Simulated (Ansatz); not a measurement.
Computed with DFT PBE, scalar-relativistic, plane waves, PAW in Ansatz. Several structures of SiGe5 were relaxed, and the powder pattern of one of them was computed from 10° to 70° in 2θ (λ = 1.5406 Å; lines under 1 % are left out).

Cu Kα1 powder pattern (kinematic, no thermal factors).
| 2θ (°) | relative intensity |
| --- | --- |
| 18.55 | 2 |
| 24.81 | 5 |
| 31.16 | 4 |
| 34.19 | 2 |
| 34.78 | 4 |
| 36.48 | 100 |
| 37.60 | 26 |
| 39.17 | 3 |
| 42.71 | 59 |
| 51.72 | 4 |
| 57.01 | 3 |
| 61.22 | 21 |
| 62.75 | 17 |
| 67.10 | 2 |
| 68.91 | 2 |

Question: Which structure gives it?
A.

```cif
data_structure
_symmetry_space_group_name_H-M 'P4/mmm'
_symmetry_Int_Tables_number 123
_cell_length_a 3.2253
_cell_length_b 3.2253
_cell_length_c 10.7638
_cell_angle_alpha 90.000
_cell_angle_beta 90.000
_cell_angle_gamma 90.000
_cell_volume 111.97
loop_
_atom_site_label
_atom_site_type_symbol
_atom_site_symmetry_multiplicity
_atom_site_Wyckoff_symbol
_atom_site_fract_x
_atom_site_fract_y
_atom_site_fract_z
_atom_site_occupancy
Si1 Si 1 a 0.00000 0.00000 0.00000 1
Ge1 Ge 2 g 0.00000 0.00000 0.67093 1
Ge2 Ge 2 h 0.50000 0.50000 0.85428 1
Ge3 Ge 1 d 0.50000 0.50000 0.50000 1
```

B.

```cif
data_structure
_symmetry_space_group_name_H-M 'P-3m1'
_symmetry_Int_Tables_number 164
_cell_length_a 3.0256
_cell_length_b 3.0256
_cell_length_c 14.3418
_cell_angle_alpha 90.000
_cell_angle_beta 90.000
_cell_angle_gamma 120.000
_cell_volume 113.70
loop_
_atom_site_label
_atom_site_type_symbol
_atom_site_symmetry_multiplicity
_atom_site_Wyckoff_symbol
_atom_site_fract_x
_atom_site_fract_y
_atom_site_fract_z
_atom_site_occupancy
Si1 Si 1 a 0.00000 0.00000 0.00000 1
Ge1 Ge 2 d 0.33333 0.66667 0.84924 1
Ge2 Ge 2 d 0.66667 0.33333 0.66412 1
Ge3 Ge 1 b 0.00000 0.00000 0.50000 1
```

C.

```cif
data_structure
_symmetry_space_group_name_H-M 'P-6m2'
_symmetry_Int_Tables_number 187
_cell_length_a 2.9956
_cell_length_b 2.9956
_cell_length_c 14.3510
_cell_angle_alpha 90.000
_cell_angle_beta 90.000
_cell_angle_gamma 120.000
_cell_volume 111.53
loop_
_atom_site_label
_atom_site_type_symbol
_atom_site_symmetry_multiplicity
_atom_site_Wyckoff_symbol
_atom_site_fract_x
_atom_site_fract_y
_atom_site_fract_z
_atom_site_occupancy
Si1 Si 1 a 0.00000 0.00000 0.00000 1
Ge1 Ge 2 h 0.33333 0.66667 0.15590 1
Ge2 Ge 1 d 0.33333 0.66667 0.50000 1
Ge3 Ge 2 g 0.00000 0.00000 0.32935 1
```

Answer: B. Its strongest line, at 2θ = 36.48°, has d = λ/(2 sin θ) = 2.461 Å and is the (1 0 2) reflection of the conventional P-3m1 cell with a = 3.026 Å, c = 14.342 Å. The others have their strongest lines at 37.5° (A); 39.5° (C).

The cells needn't be stable.
